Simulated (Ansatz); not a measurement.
Task: a calculation of the elastic constants of PbSe, space group Cmcm, with the Ansatz DFT code, driven from Python. Give the script and its output. Settings (first run): PBEsol, PAW, the default cutoff (420 eV here), 6×6×6 k-points, fixed occupations.

```xyz
4
Lattice="2.1549 -6.1339 0.0000 2.1549 6.1339 0.0000 0.0000 0.0000 4.4505" Properties=species:S:1:pos:R:3 pbc="T T T"
Pb    2.1549   -1.6164    3.3379
Pb    2.1549    1.6164    1.1126
Se    2.1549   -4.4323    3.3379
Se    2.1549    4.4323    1.1126
```

`elastic_pbse.py`:
```python
from dataclasses import replace

import ansatz as az
import numpy as np

SETTINGS = {
    "xc": "pbesol",
    "filling": "Fixed",
    "mesh": (6, 6, 6),
}

vectors = np.array([
    [2.15488, -6.13395, 0.0],
    [2.15488, 6.13395, 0.0],
    [0.0, 0.0, 4.45049],
])
crystal = (
    az.Lattice.of(vectors)
    .atom("Pb", (0.63176, 0.36824, 0.75))
    .atom("Pb", (0.36824, 0.63176, 0.25))
    .atom("Se", (0.86129, 0.13871, 0.75))
    .atom("Se", (0.13871, 0.86129, 0.25))
)

calc = (
    crystal.calculation()
    .functional(SETTINGS["xc"])
    .pseudopotentials("paw")
    .occupations(SETTINGS["filling"])
    .kpoints(*SETTINGS["mesh"])
)
rest = calc.relax(cell=True).run(threads=1).lattice
relaxed = az.Crystal(lattice=az.Lattice.of(rest.cell_ang))
for site in rest.sites:
    relaxed = relaxed.atom(site.symbol, site.position_frac)
calc = replace(calc, crystal=relaxed)
print("relaxed volume {:.3f} A^3".format(abs(np.linalg.det(rest.cell_ang))))
out = calc.elastic("clamped_ion").run(threads=1)
elastic = out.elastic

print(np.array2string(np.round(elastic.c_gpa, 1) + 0.0, suppress_small=True))
print("Voigt stress of the unstrained cell (GPa, tension positive):", np.round(elastic.sigma0_gpa, 3) + 0.0)
print("smallest eigenvalue of C:", round(elastic.stability.min_eigenvalue_gpa, 1), "GPa; tensor positive definite:", elastic.stability.min_eigenvalue_gpa > 0)
if elastic.stability.min_eigenvalue_gpa > 0:
    m = elastic.moduli
    print(f"K = {m.k_hill_gpa:.1f}, G = {m.g_hill_gpa:.1f}, E = {m.youngs_gpa:.1f} GPa, Poisson ratio {m.poisson:.3f}, K/G = {m.k_hill_gpa / m.g_hill_gpa:.2f}")
```

Output of `python elastic_pbse.py`:
```text
DeckWarning: basis.ecutwfc = 420 eV, auto-derived from the records' recommended cutoffs: set by Pb (normal level)
relaxed volume 110.576 A^3
[[ 90.5  19.1  56.9   0.    0.    0. ]
 [ 19.1 116.4  18.4   0.    0.    0. ]
 [ 56.9  18.4  89.4   0.    0.    0. ]
 [  0.    0.    0.   20.2   0.    0. ]
 [  0.    0.    0.    0.   61.2   0. ]
 [  0.    0.    0.    0.    0.    9.8]]
Voigt stress of the unstrained cell (GPa, tension positive): [ 0.003  0.003 -0.002  0.     0.     0.   ]
smallest eigenvalue of C: 9.8 GPa; tensor positive definite: True
K = 53.8, G = 25.9, E = 67.0 GPa, Poisson ratio 0.293, K/G = 2.08
```
(Warnings from the package without file and line.)

Reading the output:
- The Fermi level of a run with fixed occupations marks the highest occupied state on its mesh, not mid-gap.
- A positive definite tensor excludes instabilities under uniform strain alone; phonons elsewhere in the zone can still be imaginary.
- Spin-orbit coupling, which matters for elements this heavy, is left out.
- These are clamped-ion constants: where atoms have free coordinates under strain, the relaxed-ion ones can be far smaller or negative, so this tensor doesn't settle whether the crystal is stable.
- The structure comes from a database of computed cells and needn't be a stable or known phase.
- The constants belong to the cell that was strained; where it wasn't relaxed first it may be under stress.
- The whole script took 4.9 min on 1 thread of Intel(R) Xeon(R) Processor @ 2.30GHz (shared host), peak memory 0.79 GiB.
